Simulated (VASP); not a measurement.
Wanted: the native input for a VASP 6.6.1 run.

| Quantity | Value |
| --- | --- |
| Task | relaxation of cell and atoms |
| Functional | PBE |
| Dispersion | D3(BJ) |
| Potentials or basis | VASP PAW PBE potentials, release 64 (In_d, As) |
| Cutoff | 600 eV |
| k mesh | 12 × 12 × 12 |
| Occupations | fermi-dirac, width 0.15 eV |
| Spin | no spin polarisation |
| Dipole correction | no |
| Further INCAR settings | ALGO = Fast; EDIFF = 1e-06; IBRION = 2; EDIFFG = -0.001; NSW = 80; ISIF = 3 |

The structure of InAs (d3) lies in POSCAR:

```
InAs
1.0
    0.0000000000      3.0554705470      3.0554705470
    3.0554705470      0.0000000000      3.0554705470
    3.0554705470      3.0554705470      0.0000000000
In As
1 1
Direct
    0.0000000000      0.0000000000      0.0000000000
    0.2500000000      0.2500000000      0.2500000000
```

The cell isn't the ideal one: cell and atoms relaxed tightly for response.

One way to write it, as run:

INCAR

```
SYSTEM = InAs
PREC = Accurate ; ENCUT = 600
EDIFF = 1E-6 ; ISMEAR = -1
SIGMA = 0.15 ; LREAL = .False.
LASPH = .True. ; NELM = 100
ALGO = Fast ; ISIF = 3
LWAVE = .False. ; LCHARG = .False.
GGA = PE ; IVDW = 12
IBRION = 2 ; NSW = 80
EDIFFG = -0.001
```

KPOINTS

```
Automatic mesh
0
Gamma
  12 12 12
  0 0 0
```

Potentials or basis: VASP PAW PBE potentials, release 64 (In_d, As).

Run with:

```console
$ cat potpaw_PBE.64/In_d/POTCAR potpaw_PBE.64/As/POTCAR > POTCAR
$ mpirun -np 1 vasp_std > vasp.out
```

It gave:

```yaml
Relaxed_volume: 28.58 Å³/atom
Relaxed_cell: a = 4.324 Å, b = 4.324 Å, c = 4.324 Å, α = 60.00°, β = 60.00°, γ = 60.00°
Space_group_after_relaxing_to_0.05_Å: F-43m (No. 216)
Energy_gained_by_relaxing: 0.0 meV/atom
Ionic_steps: 6
Pressure_after_relaxing: 0.0 GPa
Band_gap_on_the_k_mesh: none (metal or under the smearing width)
Dispersion_energy_per_atom: -0.311 eV
```

Caveat: pairwise dispersion overbinds metals, which lowers pressure and volume.

Wall time 2.8 min on 1 thread of Intel(R) Xeon(R) Platinum 8488C (Sapphire Rapids), with other jobs on the host, peak memory 0.27 GiB.
